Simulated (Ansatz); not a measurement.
AlV2C:

```xyz
8
Lattice="2.8876 0.0000 0.0000 -1.4438 2.5007 0.0000 0.0000 0.0000 13.1048" Properties=species:S:1:pos:R:3 pbc="T T T"
V     0.0000    1.6672   11.9728
V     1.4438    0.8336    1.1320
V     1.4438    0.8336    5.4204
V     0.0000    1.6672    7.6845
Al    1.4438    0.8336    9.8286
Al    0.0000    1.6672    3.2762
C     0.0000    0.0000    6.5524
C     0.0000    0.0000    0.0000
```

The cell comes from a database or a generator and needn't be the stable form of this composition.

- Program: Ansatz 0.2.0
- Task: relaxation of cell and atoms
- Functional: PBEsol
- Potentials or basis: Ansatz PAW
- Cutoff: 420 eV (not typed: the program's choice for these potentials)
- k mesh: 11 × 11 × 2
- Occupations: fermi-dirac, width 0.05 eV
- Spin: collinear spin, ferromagnetic start
- Starting moments: [2.0, 2.0, 2.0, 2.0, 0.0, 0.0, 0.0, 0.0] μB

At the start: volume 11.83 Å³/atom.

Problem. Where does the relaxation end?

Solution. It ends after 5 steps and the volume is 11.67 Å³/atom (-1.3 %); space group P6_3/mmc (No. 194, to 0.05 Å); moment 0.00 μB per cell.

The path:
```csv
step,energy change (eV),largest force (eV/Å),volume (Å³)
1,0.0000,0.4771,94.63
2,-0.0273,0.1671,93.62
3,-0.0302,0.0118,93.37
4,-0.0303,0.0002,93.36
5,-0.0290,0.0001,93.36
```

Final structure:
```xyz
8
Lattice="2.8768 0.0000 0.0000 -1.4384 2.4914 0.0000 0.0000 0.0000 13.0257" Properties=species:S:1:pos:R:3 pbc="T T T"
V     0.0000    1.6609   11.9138
V     1.4384    0.8305    1.1119
V     1.4384    0.8305    5.4009
V     0.0000    1.6609    7.6247
Al    1.4384    0.8305    9.7693
Al    0.0000    1.6609    3.2564
C     0.0000    0.0000    6.5128
C     0.0000    0.0000    0.0000
```

Caveat: the plane-wave basis is chosen anew once the cell has moved, so the energies of steps on either side of that aren't comparable; the PAW data sets come from PBE, with cores solved anew for the run's functional, which leaves a small shift of forces and pressure; the starting moments weren't kept.
